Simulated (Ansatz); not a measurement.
# Is this Be structure a true minimum?

The cell was found from a structure generator's guess, not taken from experiment.

These are results of Ansatz 0.2.0, DFT PBE, scalar-relativistic, plane waves, PAW, not measurements. Settings: cutoff 420 eV, Γ-centred mesh 30×30×30 on the computed 1-atom cell, Gaussian smearing of 0.10 eV; no spin polarisation.

The cell below (1 atom, space group Fm-3m (No. 225)) is relaxed within its symmetry.

```
Be
1.0
     0.00000    1.57842    1.57842
     1.57842    0.00000    1.57842
     1.57842    1.57842    0.00000
Be
1
Direct
  0.00000 0.00000 0.00000
```

For the test a repeat of it with 4 atoms (edges 2.23, 3.87, 3.87 Å) was strained at random (σ = 1.5 % a component), the atoms were moved at random (σ = 0.10 Å), and all was relaxed again on a coarse 10×6×6 mesh (in the run’s order of axes) with 0.20 eV smearing, with no symmetry imposed.

Problem. Does it come back?

Solution. It returns, within 1 meV/atom of the unmoved cell on that mesh and with the same symmetry when read at 0.1 Å (I4/mmm at 0.01 Å, so small strains and shifts remain). No instability shows in this cell; modes of other wave vectors, which need another repeat, aren't tested.
